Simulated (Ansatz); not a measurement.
The system is AlAu.

```
CELL_PARAMETERS angstrom
3.22394 0.00000 0.00000
0.00000 3.22394 0.00000
0.00000 0.00000 3.22394
ATOMIC_POSITIONS crystal
Au 0.50000 0.50000 0.50000
Al 0.00000 0.00000 0.00000
```

The cell comes from a database or a generator and needn't be the stable form of this composition.

Base run:

| Property | Result |
| --- | --- |
| Program | Ansatz 0.2.0 |
| Functional | PBEsol |
| Potentials or basis | Ansatz PAW |
| Cutoff | 420 eV (not typed: the program's choice for these potentials) |
| k mesh | 8 × 8 × 8 |
| Occupations | fermi-dirac, width 0.05 eV |
| Spin | spin-orbit coupling, no magnetisation |

Its results: band gap on the k mesh none (metal or under the smearing width); pressure -6.1 GPa.

**Question.** The run is repeated on the same cell with these changes: spin from spin-orbit coupling, no magnetisation to no spin polarisation; potential files from those of the base run to others of the same set. What comes out?

**Answer.** Band gap on the k mesh none (metal or under the smearing width); pressure -5.2 GPa.

Caveats: the PAW data sets come from PBE, with cores solved anew for the run's functional, which leaves a small shift of forces and pressure; spin-orbit coupling is left out, which moves the levels of the heavy elements (some runs).
